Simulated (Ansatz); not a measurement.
System: wurtzite BeO. Method: rVV10 (plane waves, PAW; Ansatz, a quantum-chemistry and plane-wave program).

Settings: plane-wave cutoff 520 eV, 18×18×8 k mesh (along the axes of the cell as run), Fermi–Dirac smearing 0.01 eV, scalar-relativistic PAW data made under PBE.

Energies at three volumes about the minimum:

| V (Å³/atom) | E − E_lowest (meV/atom) |
|---|---|
| 6.904 | 1.90 |
| 7.045 | 0.00 |
| 7.186 | 1.79 |

### Question
Fit a parabola by hand: where is the minimum, and what is the bulk modulus?

### Answer
Slopes: (0.00 − 1.90)/(7.045 − 6.904) = -13.475 and (1.79 − 0.00)/(7.186 − 7.045) = 12.695 meV/Å³. Curvature E″ = 2 × (12.695 − (-13.475))/(7.186 − 6.904) = 185.603 meV/Å⁶. From the middle of the first interval, the slope vanishes at V0 = 6.9745 − (-13.475)/185.603 = 7.047 Å³/atom. B = V0 E″ = 7.047 × 185.603 meV/Å³ × 0.1602 GPa per meV/Å³ = 210 GPa. The full Birch–Murnaghan fit to all volumes gives V0 = 7.045 Å³/atom and B0 = 210 GPa.

Shape and atoms are relaxed at each volume.

Measured, for comparison: bulk modulus 212 GPa (room temperature, not corrected to a static lattice, K' fixed at 4, our sources range from 212 to 224; as tabulated in High-pressure and high-temperature crystal chemistry of beryllium oxide (Scilit …). Computed (rounded) less measured: bulk modulus -0.9 % (-0.9 % to -6 % over the range).

Note: the bulk modulus comes from volumes at which shape and atoms were relaxed.
